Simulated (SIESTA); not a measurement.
## TiC in SIESTA: the effect of basis

The system is TiC.

```
CELL_PARAMETERS angstrom
0.00000 2.16572 2.16572
2.16572 0.00000 2.16572
2.16572 2.16572 0.00000
ATOMIC_POSITIONS crystal
Ti 0.00000 0.00000 0.00000
C 0.50000 0.50000 0.50000
```

The cell is a database's computed one.

Alike in all runs:

```yaml
Program: SIESTA 5.4.2
Task: band structure
Functional: PBEsol
Potentials_or_basis: PseudoDojo 0.4 standard (PBEsol files)
Grid_cutoff: 800 Ry
Energy_shift: 0.003 Ry
k_mesh: 11 × 11 × 11
Occupations: fermi-dirac, width 0.05 eV
Spin: no spin polarisation
```

```csv
basis,pressure (GPa)
SZ,?
SZP,-4.7
DZ,-4.6
DZP,-5.4
TZP,-5.9
TZDP,-5.4
```

**Question.** What does the run with basis SZ give?

**Answer.** Pressure -9.7 GPa.

Caveats: the basis of atomic orbitals isn't converged, which shifts pressures, moduli and gaps; the basis has no polarisation orbitals (some runs).
